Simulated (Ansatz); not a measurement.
Ta: pressure against volume

Ta, Fm-3m, a = 4.208 Å. This isn't the element's structure at ambient conditions. Ansatz: r2SCAN, PAW, 500 eV, Γ-centred 18×18×18 mesh on 1 atom, Gaussian smearing 0.10 eV; no spin polarisation. Symmetry fixes shape and atoms, so the cell is only scaled; pressure is positive in compression.

```tsv
V (Å³/atom)	P (GPa)
17.509	13.70
18.067	6.39
18.626	0.00
19.185	?
19.744	-10.42
```

Question: Take V0 = 18.626 Å³/atom, fit the third-order Birch–Murnaghan form to the other rows, and predict the missing pressure.

Answer: With the Eulerian strain f = ½[(V0/V)^(2/3) − 1] and y = P/[3f(1 + 2f)^(5/2)], the form is the line y = B0 + 1.5 B0 (B0′ − 4) f. Rows (f, y): 0.02105, 195.7; 0.01026, 197.3; -0.01906, 200.8. Means f = 0.004083, y = 197.93; Σ(Δf)² = 0.0008616, ΣΔfΔy = -0.1081; the slope is their ratio. y = 198.4 − 125.5 f GPa, so B0 = 198.4 GPa and B0′ = 4 + 2 × (-125.5)/(3 × 198.4) = 3.58. At V = 19.185, f = -0.00976, y = 199.62 and P = -5.56 GPa. The run gave -5.58 GPa, so the fit is 0.02 GPa too high, a small miss on the scale of the series.

Spin–orbit coupling is left out, which can shift energies with elements as heavy as these.